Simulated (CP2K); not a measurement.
The system is WS2 (Tungstenite).

```xyz
6
Lattice="3.1800 0.0000 0.0000 -1.5900 2.7540 0.0000 0.0000 0.0000 12.5000" Properties=species:S:1:pos:R:3 pbc="T T T"
W     1.5900    0.9180    9.3750
W     0.0000    1.8360    3.1250
S     1.5900    0.9180    4.6875
S     0.0000    1.8360   10.9375
S     1.5900    0.9180    1.5625
S     0.0000    1.8360    7.8125
```

Base run:

| Property | Result |
| --- | --- |
| Program | CP2K 2026.2 |
| Functional | PBEsol |
| Dispersion | D4 |
| Potentials or basis | POTENTIAL_UZH W GTH-PBE-q14, S GTH-PBE-q6; DZVP-MOLOPT-PBE-GTH basis |
| Density cutoff | 6123 eV |
| k mesh | 10 × 10 × 3 |
| Occupations | fermi-dirac, width 0.05 eV |
| Spin | no spin polarisation |

Its results: band gap on the k mesh 1.08 eV, indirect (least direct gap 2.11 eV); pressure -4.0 GPa; largest force 0.018 eV/Å.

**Question.** After a change of settings the same cell gave: band gap on the k mesh 1.08 eV, indirect (least direct gap 2.11 eV); pressure -1.9 GPa; largest force 0.031 eV/Å. Which change was it?
A. dispersion from D4 to D3(BJ)+ATM
B. dispersion from D4 to D3
C. dispersion from D4 to D3(BJ)
D. dispersion from D4 to none

**Answer.** D.

Dispersion adds attraction, which lowers the pressure at fixed volume and, as a term added to the energy, leaves the levels alone.

Caveats: the potentials were made for another functional, which shifts forces and pressure; spin-orbit coupling is left out, which moves the levels of the heavy elements; an odd mesh through Γ misses points on the zone boundary, where band edges often lie; the basis of atomic orbitals isn't converged, which shifts pressures, moduli and gaps; this functional lacks dispersion, which binds the layers, so the pressure and a relaxed spacing across them are unreliable (some runs).

Not every run made on this cell is shown here.
